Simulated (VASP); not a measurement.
Level of theory: PBEsol GGA, VASP's PBE PAW potentials (set 64) (plane waves; VASP).

A VASP calculation is set up with these files.

**KPOINTS**
```
Automatic mesh
0
Gamma
13 13 13
0 0 0
```

File POSCAR:
```
InN
1
    0.0000000000     2.4011904374     2.4011904374
    2.4011904374     0.0000000000     2.4011904374
    2.4011904374     2.4011904374     0.0000000000
In N
1 1
Direct
  0.0000000000   1.0000000000   0.0000000000
  0.2500000000   0.2500000000   0.2500000000
```

**INCAR**
```
ALGO = Normal
EDIFF = 1E-6
EDIFFG = -0.02
ENCUT = 620
GGA = PS
IBRION = 2
ISIF = 3
ISMEAR = 1
LASPH = .TRUE.
LCHARG = .FALSE.
LMAXMIX = 4
LREAL = .FALSE.
LWAVE = .FALSE.
NELM = 100
NSW = 40
PREC = Accurate
PSTRESS = 200
SIGMA = 0.1
SYSTEM = InN
```

POTCAR, in this order: In_d N (PBE.64 set). Program: vasp_std.

Output

**OSZICAR**
```
       N       E                     dE             d eps       ncg     rms          rms(c)
DAV:   1     0.141382027260E+03    0.14138E+03   -0.10220E+04  2197   0.215E+03
DAV:   2    -0.181476465763E+01   -0.14320E+03   -0.13663E+03  2429   0.416E+02
DAV:   3    -0.133211342256E+02   -0.11506E+02   -0.11369E+02  2602   0.120E+02
DAV:   4    -0.136191863404E+02   -0.29805E+00   -0.29777E+00  2578   0.201E+01
DAV:   5    -0.136301467599E+02   -0.10960E-01   -0.10960E-01  2975   0.360E+00    0.111E+01
DAV:   6    -0.113933720977E+02    0.22368E+01   -0.70333E+00  3301   0.560E+01    0.625E+00
DAV:   7    -0.113957527723E+02   -0.23807E-02   -0.56959E-01  2199   0.868E+00    0.236E+00
DAV:   8    -0.113735059521E+02    0.22247E-01   -0.57574E-02  2649   0.280E+00    0.708E-01
DAV:   9    -0.113686224522E+02    0.48835E-02   -0.62490E-03  3379   0.193E+00    0.159E-01
DAV:  10    -0.113687493562E+02   -0.12690E-03   -0.87373E-04  2354   0.321E-01    0.721E-02
DAV:  11    -0.113687615180E+02   -0.12162E-04   -0.28743E-05  3032   0.700E-02    0.196E-02
DAV:  12    -0.113687622231E+02   -0.70517E-06   -0.12979E-05  2399   0.357E-02    0.135E-02
DAV:  13    -0.113687613523E+02    0.87084E-06   -0.18323E-06  1803   0.218E-02
   1 F= -.79123197E+01 E0= -.79123466E+01  d E =-.791232E+01
```

OUTCAR:
```
------------------------ aborting loop because EDIFF is reached ----------------------------------------
  FORCE on cell =-STRESS in cart. coord.  units (eV):
  Direction    XX          YY          ZZ          XY          YZ          ZX
  --------------------------------------------------------------------------------------
  Total        3.4481416      3.4481416      3.4481416     -0.0000000     -0.0000000      0.0000000
  in kB      199.5197381    199.5197381    199.5197381     -0.0000000     -0.0000000      0.0000000
  external PRESSURE =      -0.4802619 kB  Pullay stress =     200.0000000 kB
  volume of cell :       27.69
      direct lattice vectors                 reciprocal lattice vectors
     0.000000000  2.401190437  2.401190437    -0.208230048  0.208230048  0.208230048
     2.401190437  0.000000000  2.401190437     0.208230048 -0.208230048  0.208230048
     2.401190437  2.401190437  0.000000000     0.208230048  0.208230048 -0.208230048
 POSITION                                       TOTAL-FORCE (eV/Angst)
 -----------------------------------------------------------------------------------
      0.00000      0.00000      0.00000        -0.000000     -0.000000     -0.000000
      1.20060      1.20060      1.20060         0.000000      0.000000      0.000000
 -----------------------------------------------------------------------------------
    total drift:                               -0.000000     -0.000000     -0.000000
  FREE ENERGIE OF THE ION-ELECTRON SYSTEM (eV)
  ---------------------------------------------------
  free  energy   TOTEN  =       -11.3687613523 eV

  energy  without entropy=      -11.3688419533  energy(sigma->0) =      -11.36878822
  enthalpy is  TOTEN    =        -7.9123197452 eV   P V=        3.4564416071

 reached required accuracy - stopping structural energy minimisation
```
(Selected blocks of OUTCAR.)

The structure was generated: InN was put into the zinc blende type (F-43m), which need not be its known phase. It was relaxed first under an external pressure of 20 GPa.
